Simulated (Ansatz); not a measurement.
**Si (sc type): how the settings move a single-point run**

Aim: see which settings change the result for Si (sc type), by how much, and at what cost.

Method: reference: DFT, PBE, all-electron LAPW, scalar-relativistic, in Ansatz 0.2.0.

1 further run of the same task is left out (it didn't finish).

### 1 The structure to begin with

Symmetry: Pm-3m, No. 221, cubic system. The conventional cell has a = 2.515 Å, b = 2.515 Å, c = 2.515 Å, α = 90.00°, β = 90.00°, γ = 90.00°. Si (site symmetry m-3m) is surrounded by 6 Si at 2.52 Å.

As a file:

```
CELL_PARAMETERS angstrom
2.51540 0.00000 0.00000
0.00000 2.51540 0.00000
0.00000 0.00000 2.51540
ATOMIC_POSITIONS crystal
Si 0.00000 0.00000 0.00000
```

### 2 Baseline

input.yaml reads:

```yaml
crystal:
  lattice:
    - [2.5154030718, 0.0, 0.0]
    - [0.0, 2.5154030718, 0.0]
    - [0.0, 0.0, 2.5154030718]
  atoms:
    - { symbol: Si, position: [0.0, 0.0, 0.0] }
kpoints:
  mp_grid: { grid: [14, 14, 14] }
scf:
  occupations: { method: fermi_dirac, width: 0.03 }
hamiltonian:
  xc: pbe
  pseudopotentials: { kind: all_electron, lapw: { basis_error: 0.00025 } }
output:
  forces: true
  stress: true
  eigenvalues: true
```

Started as:

```bash
$ ansatz run input.yaml --threads 1 --pin off --max-ram 2048MiB --backend cpu --events-out ev --progress --plain --runs-dir out
```

The main lines of its log:

```text
[...]
Basis set: ecut = 218.5893707466358 eV, 123 PW (Γ), exchange–correlation at level 2
[...]
k-points: 120 of 2744
[...]
SCF iter   1: F=—  HF=-7891.919704 eV  |F-HF|=—  |Δ(HF+E_count)|=         —  Δρ=1.62e-2  dr2=2.49e-2  ethr=2.07e-4  ⟨swp⟩=3.0  Hψ=9156  notcnv=0
preconditioner: auto → none  [insulator: Δε(μ)=0.138 eV  Ē_g=13.571 eV  σ=0.030 eV  W_gap=0.76  n_scr=6 (ndim 8)  ℏωp=18.6 eV  f_vac=0.000  D(μ)=0.09/eV (n_scr^D=0)  ε∞_Penn≈2.9]
SCF iter   2: F=—  HF=-7891.922284 eV  |F-HF|=—  |Δ(HF+E_count)|=   2.58e-3  Δρ=8.43e-3  dr2=7.07e-3  ethr=2.07e-4  ⟨swp⟩=2.0  Hψ=3482  notcnv=0
[...]
SCF iter   4: F=—  HF=-7891.923805 eV  |F-HF|=—  |Δ(HF+E_count)|=         —  Δρ=4.23e-5  dr2=2.74e-7  ethr=3.70e-8  ⟨swp⟩=2.2  Hψ=3273  notcnv=0
[...]
SCF iter   5: F=-7891.923806 eV  HF=-7891.923806 eV  |F-HF|=8.87e-9  |Δ(HF+E_count)|=   2.55e-7  Δρ=6.29e-6  dr2=3.38e-9  ethr=2.28e-9  ⟨swp⟩=3.0  Hψ=3427  notcnv=0
[...]
SCF converged after 5 iterations
Free energy (F): -7891.923806 eV
[...]
E sigma→0 (E₀):  -7891.923620 eV
[...]
Fermi energy:    10.575345 eV
[...]
  P = ⅓ Tr σ = 2.1650 GPa (21.650 kbar)
[...]
```

Run time: 6.4 s. Hardware: 1 thread, shared host.

### 3 Variant: symmetry.detect false, n_extra_bands 2, accuracy high

input.yaml, as its differences from that of step 2:

```diff
@@ -7,2 +7,3 @@
     - { symbol: Si, position: [0.0, 0.0, 0.0] }
+  symmetry: { detect: false }
 kpoints:
@@ -11,2 +12,3 @@
   occupations: { method: fermi_dirac, width: 0.03 }
+  n_extra_bands: 2
 hamiltonian:
@@ -18 +20,2 @@
   eigenvalues: true
+accuracy: high
```

Started as:

```bash
$ ansatz run input.yaml --threads 1 --pin off --max-ram 2048MiB --backend cpu --events-out ev --progress --plain --runs-dir out
```

The log of the run:

```text
LAPW: plane waves up to 7.574 Å⁻¹, error target 2.5e-4 eV per atom; small_component_spin mean_spin; Si in spheres of 1.258 Å, 12 of its electrons in bands, Dirac shells []
scf.n_extra_bands = 2 over 6 filled bands (N_el = 12.0): the run solves 8 bands
Engine: ansatz 0.2.0
Pseudopotentials: kind: all_electron
Pseudopotential: Si, LAPW, valence charge 12, Koelling and Harmon's equation, gaussian nucleus
Functional definition: PBE
  parameter kappa = 0.804
  parameter beta = 0.06672455060314922
  exchange = pbe_x(kappa = kappa, mu = beta*pi^2/3)
  correlation = pbe_c(beta = beta)
Crystal: 1 atoms, lattice volume = 15.916 Å³
Basis set: ecut = 218.5893707466358 eV, 123 PW (Γ), exchange–correlation at level 2
Bands: 8, of which v1, the nominal top of the filled ones, is band 6 counted from 1 (5 counted from 0)
Symmetry: 1 space group operations
k-points: 1376 of 2744 (time reversal used)
Non-local potential: Si, projectors of the file, none
Initial density: superposition of atomic densities (chi_scale 0.1, normalization cell)
Initial wavefunctions: plane waves of lowest kinetic energy (no species holds an atomic orbital)
Functional: x = pbe(κ = 0.804, μ = 0.2195149727645171), c = pbe(β = 0.06672455060314922)
iter 1 solved again at ethr=2.06e-4 eV; its pass at ethr=1.00e-1 eV (dr2=2.47e-2 eV) is discarded
SCF iter   1: F=—  HF=-7891.919698 eV  |F-HF|=—  |Δ(HF+E_count)|=         —  Δρ=1.62e-2  dr2=2.48e-2  ethr=2.06e-4  ⟨swp⟩=3.0  Hψ=89247  notcnv=0
preconditioner: auto → none  [insulator: Δε(μ)=0.138 eV  Ē_g=10.096 eV  σ=0.030 eV  W_gap=0.76  n_scr=6 (ndim 8)  ℏωp=18.6 eV  f_vac=0.000  D(μ)=0.09/eV (n_scr^D=0)  ε∞_Penn≈4.4]
SCF iter   2: F=—  HF=-7891.922282 eV  |F-HF|=—  |Δ(HF+E_count)|=   2.58e-3  Δρ=8.43e-3  dr2=7.07e-3  ethr=2.06e-4  ⟨swp⟩=2.0  Hψ=32970  notcnv=0  defer=1
iter 3 solved again at ethr=3.48e-8 eV; its pass at ethr=5.90e-5 eV (dr2=4.17e-6 eV) is discarded
SCF iter   3: F=—  HF=-7891.923808 eV  |F-HF|=—  |Δ(HF+E_count)|=   1.53e-3  Δρ=1.73e-4  dr2=4.38e-6  ethr=3.48e-8  ⟨swp⟩=3.0  Hψ=61710  notcnv=0
SCF iter   4: F=—  HF=-7891.923805 eV  |F-HF|=—  |Δ(HF+E_count)|=         —  Δρ=4.09e-5  dr2=2.58e-7  ethr=3.48e-8  ⟨swp⟩=2.4  Hψ=32261  notcnv=0
the basis was enlarged: its passes take 346.1 KiB over the memory plan, 1 of 1 planned eigensolver slots
SCF iter   5: F=-7891.923806 eV  HF=-7891.923806 eV  |F-HF|=8.92e-9  |Δ(HF+E_count)|=   2.35e-7  Δρ=6.23e-6  dr2=3.34e-9  ethr=2.15e-9  ⟨swp⟩=3.0  Hψ=34127  notcnv=0
SCF 1 converged in 5 iterations: F = -7891.923806 eV  dr2 = 3.34e-9
SCF converged after 5 iterations
Free energy (F): -7891.923806 eV
Harris-Foulkes:  -7891.923806 eV  (|F-HF|=8.92e-9)
Internal energy: -7891.923433 eV  (E = F + TS)
E sigma→0 (E₀):  -7891.923620 eV
Entropy (-TS):   -0.000372 eV (-0.372 meV/atom)
Fermi energy:    10.575345 eV
--- Per-component energies (eV) ---
  E_band       = -704.751340
  E_kinetic    = 7914.464032
  E_xc         = -568.232579
  E_electrostatic = -15238.154887  (all electrons and nuclei)
  E_smearing   = -0.000372  (= −TS)
  E_closure    = 0.000000  (closes the sum)
  E_atoms      = -7886.856883  (free atoms, spherical and without spin; not in F)
  Σ components = -7891.923806   (vs F -7891.923806, Δ=0.00e0)
  Basis errors (estimates in eV, not in F): energy 1.1e-4 per atom: plane waves 9.8e-5 (5.4e-5 summed), levels above the bands 2.2e-70, relativity 5.7e-9, radial functions 7.3e-6, core shells 1.7e-16; eigenvalues (radial functions only) 4.1e-7; not estimated: angular momenta, meshes, grids; target (lapw.basis_error) 2.5e-4; muffin-tin radii Si 1.258 Å
--- Forces (eV/Å), atoms counted from 1 ---
  atom   1  Si    -0.00000000     0.00000000    -0.00000000
  max |Σ_I F_I| component: 4.14e-14 eV/Å
--- Stress (GPa, compression-positive) ---
        2.165031       0.000006       0.000003
        0.000006       2.165047       0.000000
        0.000003       0.000000       2.165050
  P = ⅓ Tr σ = 2.1650 GPa (21.650 kbar)
--- Band table (eV; the first three rows and the last of 1376) ---
  k-point 0: bands = ["-123.6881", "-79.7245", "-79.7245", "-79.7245", "-2.8010", "17.9936", "17.9936", "18.3379"]
  k-point 1: bands = ["-123.6880", "-79.7251", "-79.7244", "-79.7244", "-2.6863", "15.6831", "18.0862", "18.4330"]
  k-point 2: bands = ["-123.6878", "-79.7269", "-79.7243", "-79.7243", "-2.3431", "13.2148", "18.3585", "18.7167"]
  k-point 1375: bands = ["-123.6839", "-79.7354", "-79.7354", "-79.7354", "11.1041", "11.1041", "11.1041", "14.3226"]
```

Wall time 79 s (1 thread, shared host).

The changed input (use of symmetry, band count and accuracy level) leaves the energy the same to the digits printed. Cost: 79 s against 6.4 s.

### 4 Comparison

| run | ending | energy change | pressure (GPa) | gap (eV) | force (eV/Å) | cycles | time |
| --- | --- | --- | --- | --- | --- | --- | --- |
| reference | converged | 0 | 2.2 | 0.00 | 0.00 | 5 | 6.4 s |
| 1: symmetry.detect false, n_extra_bands 2, accuracy high | converged | 0.0 meV/atom | 2.2 | 0.00 | 0.00 | 5 | 79 s |

Residual by cycle in the longest SCF loop of each run; runs are numbered as in the table. The quantity is the density residual dr2, in eV.

| cycle | reference | run 1 |
| --- | --- | --- |
| 1 | 0.0249 | 0.0248 |
| 2 | 0.00707 | 0.00707 |
| 3 | 4.5e-6 | 4.4e-6 |
| 4 | 2.7e-7 | 2.6e-7 |
| 5 | 3.4e-9 | 3.3e-9 |

**Reading.** The changed input (use of symmetry, band count and accuracy level) leaves the energy the same to the digits printed. Cost: 79 s against 6.4 s.
